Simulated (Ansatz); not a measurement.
KBr:

```
Br K
1.0
     0.00000    3.30000    3.30000
     3.30000    0.00000    3.30000
     3.30000    3.30000    0.00000
Br K
1 1
Cartesian
  3.3000 3.3000 3.3000
  0.0000 0.0000 0.0000
```

Program: Ansatz 0.2.0. Alike in all runs: task single point; potentials or basis all-electron PAW datasets made for the crystal; no spin polarisation; cell as given; smearing fermi-dirac 0.05 eV.

Question: Order these runs on this cell by their band gap on the k mesh, lowest first.
A. level HSE(alpha, omega); k mesh 4 × 4 × 4; cutoff (eV) 220; share of exact exchange 0.25; screening of exact exchange 0.15 1/A
B. level HSE(alpha, omega); k mesh 4 × 4 × 4; cutoff (eV) 220; share of exact exchange 0.25; screening of exact exchange 0.2 1/A
C. level HSE(alpha, omega); k mesh 4 × 4 × 4; cutoff (eV) 220; share of exact exchange 0.25; screening of exact exchange 0.4 1/A
D. level PBEsol; k mesh 6 × 6 × 6; cutoff (eV) 200
E. level HSE(alpha, omega); k mesh 4 × 4 × 4; cutoff (eV) 220; share of exact exchange 0.25; screening of exact exchange 0.6 1/A

Answer: D (4.28 eV), E (4.91 eV), C (5.18 eV), B (5.63 eV), A (5.78 eV).
